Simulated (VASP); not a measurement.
# KCl in VASP 6.6.1, single-point calculation

INCAR

```
SIGMA = 0.02
ISIF = 2
LREAL = .FALSE.
GGA = PE
NELM = 84
NBANDS = 15
ENCUT = 520
IBRION = -1
LCHARG = .FALSE.
LWAVE = .FALSE.
ISMEAR = -1
LASPH = .TRUE.
PREC = Accurate
NSW = 0
EDIFF = 1E-7
```

KPOINTS

```
KPOINTS created by Atomic Simulation Environment
0
Monkhorst-Pack
6 6 6
0 0 0
```

POSCAR

```
K  Cl
 1.0000000000000000
    -0.0519077859000000    3.4553750464999999    3.4553750464999999
     3.4553750464999999   -0.0519077859000000    3.4553750464999999
     3.4553750464999999    3.4553750464999999   -0.0519077859000000
 K   Cl
   1   1
Cartesian
 -0.0123186203254604 -0.0123186203254604 -0.0123186203254604
  1.7270291971004603  1.7270291971004603  1.7270291971004603
```

The recommended PBE PAW datasets give the neutral cell 16 valence electrons.

Command

```
mpirun -np 1 vasp_std
```

OSZICAR

```
N       E                     dE             d eps       ncg     rms          rms(c)
DAV:   1     0.104144149001E+03    0.10414E+03   -0.66581E+03   840   0.910E+02
DAV:   2     0.103101343969E+01   -0.10311E+03   -0.94522E+02  1086   0.224E+02
DAV:   3    -0.676241695202E+01   -0.77934E+01   -0.77521E+01  1148   0.555E+01
DAV:   4    -0.708692387086E+01   -0.32451E+00   -0.32443E+00  1411   0.101E+01
DAV:   5    -0.708878988301E+01   -0.18660E-02   -0.18660E-02  1148   0.885E-01    0.357E+00
DAV:   6    -0.662488741083E+01    0.46390E+00   -0.69507E-01  1078   0.377E+00    0.278E+00
DAV:   7    -0.658470297028E+01    0.40184E-01   -0.18715E-01  1169   0.214E+00    0.168E+00
DAV:   8    -0.660801939955E+01   -0.23316E-01   -0.29751E-02  1030   0.116E+00    0.321E-01
DAV:   9    -0.660987482824E+01   -0.18554E-02   -0.19640E-03  1106   0.241E-01    0.169E-01
DAV:  10    -0.661254502484E+01   -0.26702E-02   -0.19366E-03   840   0.266E-01    0.343E-02
DAV:  11    -0.661258026197E+01   -0.35237E-04   -0.55961E-05  1145   0.506E-02    0.796E-03
DAV:  12    -0.661259295036E+01   -0.12688E-04   -0.11393E-05   854   0.271E-02    0.856E-03
DAV:  13    -0.661259357135E+01   -0.62098E-06   -0.23724E-06  1120   0.117E-02    0.246E-03
DAV:  14    -0.661259353872E+01    0.32627E-07   -0.14286E-07   922   0.282E-03
   1 F= -.66125935E+01 E0= -.66125935E+01  d E =-.191152E-10
```

From OUTCAR

```
k-points           NKPTS =     28   k-points in BZ     NKDIM =     28   number of bands    NBANDS=     15

   NELECT =      16.0000    total number of electrons

   dimension x,y,z NGX =    36 NGY =   36 NGZ =   36
   dimension x,y,z NGXF=    72 NGYF=   72 NGZF=   72

  energy-cutoff  :      520.00
  volume of cell :       84.37
      direct lattice vectors                 reciprocal lattice vectors
    -0.051907786  3.455375046  3.455375046    -0.141481602  0.143639401  0.143639401
     3.455375046 -0.051907786  3.455375046     0.143639401 -0.141481602  0.143639401
     3.455375046  3.455375046 -0.051907786     0.143639401  0.143639401 -0.141481602

 k-points in reciprocal lattice and weights: KPOINTS created by Atomic Simulation Env
   0.08333333  0.08333333  0.08333333       0.009
   0.25000000  0.08333333  0.08333333       0.028
   0.41666667  0.08333333  0.08333333       0.028
  -0.41666667  0.08333333  0.08333333       0.028
  -0.25000000  0.08333333  0.08333333       0.028
  -0.08333333  0.08333333  0.08333333       0.028
   0.25000000  0.25000000  0.08333333       0.028
   0.41666667  0.25000000  0.08333333       0.056
   ...

 E-fermi :  -2.6648

 k-point     1 :       0.0833    0.0833    0.0833
  band No.  band energies     occupation
      1     -30.3373      2.00000
      2     -14.9253      2.00000
      3     -13.8367      2.00000
      4     -13.8367      2.00000
      5     -13.8223      2.00000
      6      -3.2074      2.00000
      7      -3.2062      2.00000
      8      -3.2062      2.00000
      9       1.7842      0.00000
     10       6.1533      0.00000
     11       6.1533      0.00000
     12       7.1639      0.00000
     13       7.4714      0.00000
     14       7.4714      0.00000
     15       8.2812      0.00000

 k-point     2 :       0.2500    0.0833    0.0833
  band No.  band energies     occupation
      1     -30.3363      2.00000
      2     -14.9908      2.00000
      3     -13.8452      2.00000
      4     -13.8389      2.00000
      5     -13.7468      2.00000
      6      -3.3360      2.00000
      7      -3.1920      2.00000
      8      -3.1842      2.00000
      9       2.3383      0.00000
     10       5.7145      0.00000
     11       5.9962      0.00000
     12       6.9383      0.00000
     13       7.4305      0.00000
     14       7.6059      0.00000
     15       7.7915      0.00000

 k-point     3 :       0.4167    0.0833    0.0833
  band No.  band energies     occupation
      1     -30.3348      2.00000
      2     -15.0792      2.00000
      3     -13.8529      2.00000
      4     -13.8444      2.00000
      5     -13.6459      2.00000
      6      -3.4652      2.00000
      7      -3.1769      2.00000
      8      -3.1717      2.00000
      9       3.3553      0.00000
     10       5.2356      0.00000
     11       5.6207      0.00000
     12       6.0902      0.00000
     13       7.4997      0.00000
     14       7.5307      0.00000
     15       7.5895      0.00000

 ...

  Total        0.3063467      0.3063467      0.3063467      0.0185451      0.0185451      0.0185451
  in kB        5.8174330      5.8174330      5.8174330      0.3521662      0.3521662      0.3521662
  external PRESSURE =       5.8174330 kB  Pullay stress =       0.0000000 kB

 POSITION                                       TOTAL-FORCE (eV/Angst)
 -----------------------------------------------------------------------------------
      6.84652      6.84652      6.84652        -0.001116     -0.001116     -0.001116
      1.72703      1.72703      1.72703         0.001116      0.001116      0.001116
 -----------------------------------------------------------------------------------
    total drift:                               -0.000041     -0.000041     -0.000041

  FREE ENERGIE OF THE ION-ELECTRON SYSTEM (eV)
  ---------------------------------------------------
  free  energy   TOTEN  =        -6.6125935387 eV

  energy  without entropy=       -6.6125935387  energy(sigma->0) =       -6.61259354
```

It converged. Results: gap between bands v and c on the k mesh 4.93 eV; least direct gap on the k mesh 4.99 eV; pressure 0.6 GPa. Band v is the last that the valence electrons fill when counted band by band, and c is the next.

The shifted mesh misses Γ, so a band edge there is missed.

For comparison, a separate PBE run of the intended cell, on usual settings and not on those above, gives a gap of 4.81 eV on its mesh and a pressure of 0.6 GPa.

The run above took about 32 s on one core of a shared host (Intel Xeon Platinum 8488C) and held 0.21 GiB at most.
